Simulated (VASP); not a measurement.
# Sn (I4_1/amd) in VASP: single point with PBE+D3(BJ)

Aim: the single point of Sn with PBE+D3(BJ).

Program: VASP 6.6.1. These are calculated values, not measurements. Logs are shortened: lines on timing, memory, paths and dates and some standing lists are left out, and cuts for length are marked.

## (1) The cell of the first run

Symmetry: I4_1/amd, No. 141, tetragonal system. Conventional cell: a = 5.863 Å, b = 5.863 Å, c = 3.165 Å, α = 90.00°, β = 90.00°, γ = 90.00°. Sn (site symmetry -4m2) is surrounded by 6 Sn at 3.04 to 3.17 Å.

## (2) Single point, PBE+D3(BJ) (relaxed again under DFT PBE+D3(BJ), scalar-relativistic, plane waves, PAW)

Input file INCAR:

```
SYSTEM = Sn
PREC = Accurate
ENCUT = 520
EDIFF = 1E-6
ISMEAR = 0
SIGMA = 0.1
LREAL = .False.
LASPH = .True.
NELM = 100
ALGO = Fast
ISIF = 2
LWAVE = .False.
LCHARG = .True.
GGA = PE
IVDW = 12
LELF = .True.
LVHAR = .True.
NBANDS = 21
```

Input file KPOINTS:

```
regular mesh
0
Gamma
  16 16 16
  0 0 0
```

Input file POSCAR:

```
Sn
1.0
   -2.9313009163      2.9313009163      1.5826918037
    2.9313009163     -2.9313009163      1.5826918037
    2.9313009163      2.9313009163     -1.5826918037
Sn
2
Direct
    0.0000000000      0.0000000000      0.0000000000
    0.7500000000      0.2500000000      0.5000000000
```

Potentials or basis: VASP PAW PBE potentials, release 64 (Sn_d).

Started as:

```console
cat potpaw_PBE.64/Sn_d/POTCAR > POTCAR
mpirun -np 1 vasp_std > vasp.out
```

OUTCAR:

```text
SYSTEM = Sn
   PREC = Accurate
   ENCUT = 520
   EDIFF = 1E-6
   ISMEAR = 0
   LREAL = .False.
   LASPH = .True.
   NELM = 100
   ISIF = 2
   GGA = PE
   IVDW = 12
 IVDW          = 12

 ion  position               nearest neighbor table
   1  0.000  0.000  0.000-   2 3.04   2 3.04   2 3.04   2 3.04
   2  0.750  0.250  0.500-   1 3.04   1 3.04   1 3.04   1 3.04

  LATTYP: Found a body centered tetragonal cell.
 ALAT       =     5.8626018326
 C/A-ratio  =     0.5399281237

  Lattice vectors:

 A1 = (  -2.9313009163,   2.9313009163,   1.5826918037)
 A2 = (   2.9313009163,  -2.9313009163,   1.5826918037)
 A3 = (   2.9313009163,   2.9313009163,  -1.5826918037)

Analysis of symmetry for initial positions (statically):
=====================================================================
 Subroutine PRICEL returns:
 Original cell was already a primitive cell.

 Routine SETGRP: Setting up the symmetry group for a
 body centered tetragonal supercell.

 Subroutine GETGRP returns: Found 16 space group operations
 (whereof  8 operations were pure point group operations)
 out of a pool of 16 trial point group operations.

The static configuration has the point symmetry D_2d.
 The point group associated with its full space group is D_4h.

Analysis of symmetry for dynamics (positions and initial velocities):
=====================================================================
 Subroutine PRICEL returns:
 Original cell was already a primitive cell.

 Routine SETGRP: Setting up the symmetry group for a
 body centered tetragonal supercell.

 Subroutine GETGRP returns: Found 16 space group operations
 (whereof  8 operations were pure point group operations)
 out of a pool of 16 trial point group operations.

The dynamic configuration has the point symmetry D_2d.
 The point group associated with its full space group is D_4h.

 Subroutine INISYM returns: Found 16 space group operations
 (whereof  8 operations are pure point group operations),
 and found     1 'primitive' translations

----------------------------------------------------------------------------------------

                                     Primitive cell

  volume of cell :      54.3973

  direct lattice vectors                    reciprocal lattice vectors
    -2.931300916  2.931300916  1.582691804     0.000000000  0.170572730  0.315917476
     2.931300916 -2.931300916  1.582691804     0.170572730  0.000000000  0.315917476
     2.931300916  2.931300916 -1.582691804     0.170572730  0.170572730  0.000000000

  length of vectors
     4.437337430  4.437337430  4.437337430     0.359024941  0.359024941  0.241226268

  position of ions in fractional coordinates (direct lattice)
     0.000000000  0.000000000  0.000000000
     0.750000000  0.250000000  0.500000000

  ion indices of the primitive-cell ions
   primitive index   ion index
                 1           1
                 2           2

----------------------------------------------------------------------------------------

 KPOINTS: regular mesh

Automatic generation of k-mesh.
 Grid dimensions read from file:
 generate k-points for:   16   16   16

 Generating k-lattice:

  Cartesian coordinates                     Fractional coordinates (reciprocal lattice)
     0.000000000  0.010660796  0.019744842     0.062500000 -0.000000000  0.000000000
     0.010660796  0.000000000  0.019744842    -0.000000000  0.062500000  0.000000000
     0.010660796  0.010660796  0.000000000     0.000000000  0.000000000  0.062500000

  Length of vectors
     0.022439059  0.022439059  0.015076642

  Shift w.r.t. Gamma in fractional coordinates (k-lattice)
     0.000000000  0.000000000  0.000000000

 Subroutine IBZKPT returns following result:
 ===========================================

 Found    349 irreducible k-points:

 Following reciprocal coordinates:
            Coordinates               Weight
  0.000000  0.000000  0.000000      1.000000
  0.062500 -0.000000  0.000000      8.000000
  0.125000 -0.000000  0.000000      8.000000
  0.187500  0.000000  0.000000      8.000000
  0.250000 -0.000000  0.000000      8.000000
  0.312500 -0.000000  0.000000      8.000000
[... 16 lines left out ...]
 -0.125000  0.062500 -0.000000     16.000000
 -0.062500  0.062500  0.000000      4.000000
 [... further k-points ...]
   k-points           NKPTS =    349   k-points in BZ     NKDIM =    349   number of bands    NBANDS=     21
   number of dos      NEDOS =    301   number of ions     NIONS =      2
   total plane-waves  NPLWV =  46656
   dimension x,y,z NGX =    36 NGY =   36 NGZ =   36
   dimension x,y,z NGXF=    72 NGYF=   72 NGZF=   72
   ions per type =               2
   NGX,Y,Z   is equivalent  to a cutoff of  13.49, 13.49, 13.49 a.u.
   NGXF,Y,Z  is equivalent  to a cutoff of  26.97, 26.97, 26.97 a.u.
 SYSTEM =  Sn
   PREC   = accura    normal or accurate (medium, high low for compatibility)
   ISTART =      0    job   : 0-new  1-cont  2-samecut
   ICHARG =      2    charge: 1-file 2-atom 10-const
   ISPIN  =      1    spin polarized calculation?
   LNONCOLLINEAR =      F non collinear calculations
   LSORBIT =      F    spin-orbit coupling
   LASPH  =      T    aspherical Exc in radial PAW
   ENCUT  =  520.0 eV  38.22 Ry    6.18 a.u.   8.25  8.25  8.25*2*pi/ulx,y,z
   NELM   =    100;   NELMIN=  2; NELMDL= -5     # of ELM steps
   EDIFF  = 0.1E-05   stopping-criterion for ELM
   LREAL  =      F    real-space projection
   EDIFFG = 0.1E-04   stopping-criterion for IOM
   NSW    =      0    number of steps for IOM
   IBRION =     -1    ionic relax: 0-MD 1-quasi-New 2-CG
   NFREE  =      0    steps in history (QN), initial steepest desc. (CG)
   ISIF   =      2    stress and relaxation
   ISYM   =      2    0-nonsym 1-usesym 2-fastsym
   POTIM  = 0.5000    time-step for ionic-motion
   TEBEG  =    0.0;   TEEND  =   0.0 temperature during run
   PSTRESS=    0.0 pullay stress
   NELECT =      28.0000    total number of electrons
   NUPDOWN=      -1.0000    fix difference up-down
   EMIN   =  10.00;   EMAX   =-10.00  energy-range for DOS
   EFERMI =   0.00;   METHOD = LEGACY
   ISMEAR =     0;   SIGMA  =   0.10  broadening in eV -4-tet -1-fermi 0-gaus
   EFERMI_NEDOS =   21; number of points for ismear=-14 and -15
   IALGO  =     68    algorithm
   IMIX   =      4    mixing-type and parameters
     AMIX     =   0.40;   BMIX     =  1.00
     AMIX_MAG =   1.60;   BMIX_MAG =  1.00
  volume/ion in A,a.u.               =      27.20       183.55
  Fermi-wavevector in a.u.,A,eV,Ry     =   1.312004  2.479328 23.420446  1.721354
  Thomas-Fermi vector in A             =   2.442426
   LORBIT       =      0    0 simple, 1 ext, 2 COOP (PROOUT), +10 PAW based schemes
   GGA     = PE    functional components
   LHFCALC =     F    Hartree Fock is set to
   AEXX    =    0.0000 exact exchange contribution
   IVDW    =    12    specifies the selected vdW correction
   LEPSILON=     F    determine dielectric tensor
   LRPA    =     F    only Hartree local field effects (RPA)
 non-spin polarized calculation
 RMM-DIIS sequential band-by-band and
 Gauss-broadening in eV      SIGMA  =   0.10
  energy-cutoff  :      520.00
  volume of cell :       54.40
 maximum number of plane-waves:      1488
 NGX is ok and might be reduce to    36
   NGX = 17   NGY = 17   NGZ = 17

 number of electron      27.9999997 magnetization

 Free energy of the ion-electron system (eV)
  ---------------------------------------------------
  ext. energy  EPLUGINS =         0.00000000
  ---------------------------------------------------
  free energy    TOTEN  =        -7.59955548 eV

  energy without entropy =       -7.59488484  energy(sigma->0) =       -7.59722016

 E-fermi :   7.9600     XC(G=0): -10.2946

 val. band max:        7.9506470387   @ k =  -0.4375   0.1875   0.0000
 cond. band min:       7.9859273394   @ k =   0.4375   0.3750   0.0000
 fundamental gap:      0.0352803007
 Fermi energy:         7.9600281780

 k-point     1 :       0.0000    0.0000    0.0000
  band No.  band energies     occupation
      1     -13.7041      2.00000
      2     -13.6313      2.00000
      3     -13.5802      2.00000
      4     -13.5775      2.00000
      5     -13.4188      2.00000
      6     -13.4188      2.00000
[... 13 lines left out ...]
     20      17.6998      0.00000
     21      18.4038      0.00000

 k-point     2 :       0.0625   -0.0000    0.0000
  band No.  band energies     occupation
      1     -13.7017      2.00000
      2     -13.6229      2.00000
      3     -13.5774      2.00000
      4     -13.5675      2.00000
      5     -13.4252      2.00000
      6     -13.4246      2.00000
[... 13 lines left out ...]
     20      17.6522      0.00000
     21      17.9310      0.00000

 k-point     3 :       0.1250   -0.0000    0.0000
  band No.  band energies     occupation
      1     -13.6944      2.00000
      2     -13.5995      2.00000
      3     -13.5693      2.00000
      4     -13.5412      2.00000
      5     -13.4397      2.00000
      6     -13.4343      2.00000
[... 13 lines left out ...]
     20      16.7073      0.00000
     21      16.7873      0.00000

 k-point     4 :       0.1875    0.0000    0.0000
  band No.  band energies     occupation
      1     -13.6826      2.00000
      2     -13.5674      2.00000
      3     -13.5572      2.00000
      4     -13.5103      2.00000
      5     -13.4584      2.00000
      6     -13.4371      2.00000
[... 13 lines left out ...]
     20      15.8291      0.00000
     21      16.3119      0.00000

 k-point     5 :       0.2500   -0.0000    0.0000
  band No.  band energies     occupation
      1     -13.6683      2.00000
      2     -13.5437      2.00000
      3     -13.5388      2.00000
      4     -13.4976      2.00000
      5     -13.4773      2.00000
      6     -13.4362      2.00000
[... 13 lines left out ...]
     20      15.1535      0.00000
     21      16.5196      0.00000

 k-point     6 :       0.3125   -0.0000    0.0000
  band No.  band energies     occupation
      1     -13.6543      2.00000
      2     -13.5346      2.00000
      3     -13.5248      2.00000
      4     -13.5085      2.00000
      5     -13.4894      2.00000
      6     -13.4496      2.00000
[... 13 lines left out ...]
     20      14.6897      0.00000
     21      17.0964      0.00000

 k-point     7 :       0.3750    0.0000    0.0000
  band No.  band energies     occupation
      1     -13.6426      2.00000
      2     -13.5372      2.00000
      3     -13.5344      2.00000
      4     -13.5129      2.00000
      5     -13.4873      2.00000
      6     -13.4614      2.00000
[... 13 lines left out ...]
     20      15.2383      0.00000
     21      17.8415      0.00000
[... 291 lines left out ...]
      1     -13.6577      2.00000
      2     -13.5439      2.00000
      3     -13.5353      2.00000
      4     -13.5123      2.00000
      5     -13.4722      2.00000
      6     -13.4408      2.00000
[... 13 lines left out ...]
     20      15.5750      0.00000
     21      16.3757      0.00000

 k-point    21 :      -0.2500    0.0625    0.0000
  band No.  band energies     occupation
      1     -13.6724      2.00000
      2     -13.5708      2.00000
      3     -13.5488      2.00000
      4     -13.5221      2.00000
      5     -13.4560      2.00000
      6     -13.4314      2.00000
[... 13 lines left out ...]
     20      16.1476      0.00000
     21      16.3066      0.00000

 k-point    22 :      -0.1875    0.0625    0.0000
  band No.  band energies     occupation
      1     -13.6857      2.00000
      2     -13.6014      2.00000
      3     -13.5621      2.00000
      4     -13.5484      2.00000
      5     -13.4392      2.00000
      6     -13.4282      2.00000
[... 13 lines left out ...]
     20      16.7805      0.00000
     21      17.0611      0.00000

 k-point    23 :      -0.1250    0.0625   -0.0000
  band No.  band energies     occupation
      1     -13.6954      2.00000
      2     -13.6239      2.00000
      3     -13.5725      2.00000
      4     -13.5713      2.00000
      5     -13.4265      2.00000
      6     -13.4211      2.00000
[... 13 lines left out ...]
     20      17.7658      0.00000
     21      18.0337      0.00000

 k-point    24 :      -0.0625    0.0625    0.0000
  band No.  band energies     occupation
      1     -13.7009      2.00000
      2     -13.6318      2.00000
      3     -13.5794      2.00000
      4     -13.5775      2.00000
      5     -13.4204      2.00000
      6     -13.4172      2.00000
[... 13 lines left out ...]
     20      17.9420      0.00000
     21      18.4348      0.00000

 [... further k-points ...]

------------------------ aborting loop because EDIFF is reached ----------------------------------------

 Edisp (eV)   -0.77746

 E8    (eV) :    -0.3758

  FORCE on cell =-STRESS in cart. coord.  units (eV):
  Direction    XX          YY          ZZ          XY          YZ          ZX
  --------------------------------------------------------------------------------------
  -------------------------------------------------------------------------------------
  Total      -0.01845    -0.01845    -0.02793     0.00000     0.00000     0.00000
  in kB      -0.54354    -0.54354    -0.82257     0.00000     0.00000     0.00000
  external pressure =       -0.64 kB  Pullay stress =        0.00 kB

 VOLUME and BASIS-vectors are now :
 -----------------------------------------------------------------------------
  energy-cutoff  :      520.00
  volume of cell :       54.40
      direct lattice vectors                 reciprocal lattice vectors
    -2.931300916  2.931300916  1.582691804     0.000000000  0.170572730  0.315917476
     2.931300916 -2.931300916  1.582691804     0.170572730  0.000000000  0.315917476
     2.931300916  2.931300916 -1.582691804     0.170572730  0.170572730  0.000000000

 POSITION                                       TOTAL-FORCE (eV/Angst)
 -----------------------------------------------------------------------------------
      0.00000      0.00000      0.00000         0.000000      0.000000      0.000000
     -0.00000      2.93130      0.79135        -0.000000     -0.000000     -0.000000
 -----------------------------------------------------------------------------------
    total drift:                               -0.000000      0.000000     -0.000000

  FREE ENERGIE OF THE ION-ELECTRON SYSTEM (eV)
  ---------------------------------------------------
  free  energy   TOTEN  =        -8.3770114765 eV

  energy  without entropy=       -8.3723408345  energy(sigma->0) =       -8.37467616
```

Run time: 6.9 min. Hardware: 1 thread of Intel Xeon Platinum 8259CL at 2.50GHz (Skylake/Cascade Lake), shared host; peak memory 0.44 GiB.

What came out:

* Free energy: -8.3770 eV
* Pressure: -0.1 GPa
* Band gap on the k mesh: none (metal or under the smearing width)
* Dispersion energy per atom: -0.389 eV

Caveat: pairwise dispersion overbinds metals, which lowers pressure and volume.
